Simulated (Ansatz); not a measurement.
W:

```
W
1.0
     0.00000    2.03000    2.03000
     2.03000    0.00000    2.03000
     2.03000    2.03000    0.00000
W
1
Cartesian
  0.0000 0.0000 0.0000
```

This isn't the form of W at room conditions, which is bcc.

```yaml
Program: Ansatz 0.2.0
Task: relaxation of cell and atoms
Functional: r2SCAN
Potentials_or_basis: Ansatz PAW
Cutoff: "500 eV (not typed: the program's choice for these potentials)"
k_mesh: 11 × 11 × 11
Occupations: fermi-dirac, width 0.05 eV
Spin: no spin polarisation
```

At the start: volume 16.73 Å³/atom.

Question: How do energy, volume and symmetry change on relaxing?

Answer: It ends after 5 steps and the volume is 16.18 Å³/atom (-3.3 %); space group Fm-3m (No. 225, to 0.05 Å).

Step by step:
| step | energy change (eV) | largest force (eV/Å) | volume (Å³) |
| --- | --- | --- | --- |
| 1 | 0.0000 | 0.0000 | 16.73 |
| 2 | -0.0162 | 0.0000 | 16.28 |
| 3 | -0.0168 | 0.0000 | 16.18 |
| 4 | -0.0168 | 0.0000 | 16.18 |
| 5 | -0.0165 | 0.0000 | 16.18 |

Final structure:
```
CELL_PARAMETERS angstrom
0.00000 2.00766 2.00766
2.00766 0.00000 2.00766
2.00766 2.00766 0.00000
ATOMIC_POSITIONS crystal
W 0.00000 0.00000 0.00000
```

Caveat: the plane-wave basis is chosen anew once the cell has moved, so the energies of steps on either side of that aren't comparable; the PAW data sets come from PBE, with cores solved anew for the run's functional, which leaves a small shift of forces and pressure.
